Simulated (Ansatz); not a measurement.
Mo: opening a crack plane

Mo, Im-3m, a = 3.160 Å. Ansatz: PBE, PAW, 420 eV, Γ-centred 23×23×7 mesh on 4 atoms, Gaussian smearing 0.15 eV; no spin polarisation. One cut on (011) per cell of 4 atoms is opened rigidly by x, between planes of Mo and Mo that stand 2.23 Å apart; y is the energy per area (7.063 Å², 1 eV/Å² = 16.02 J/m²).

```tsv
x (Å)	y (J/m²)
0.00	0.000
0.25	0.380
0.50	1.185
0.75	2.092
1.00	2.939
1.50	?
2.00	5.007
3.00	5.630
4.50	5.780
6.00	5.790
```

Question: Fit the universal binding curve y = W[1 − (1 + x/l) e^(−x/l)] to the other rows, give the peak stress, and predict the missing value.

Answer: Least squares gives W = 5.82 J/m² and l = 0.590 Å. The stress dy/dx peaks at x = l with W/(e l) = 36.3 GPa, for rigid faces. At x = 1.50: x/l = 2.542, y = 4.198 J/m². The run gave 4.232 J/m², so the fit is 0.034 J/m² too low, within twice the rms miss on the fitted rows (0.027 J/m²).

Cost: 12 runs of about 18 core-minutes in all, on Arm Neoverse V1 (shared hosts).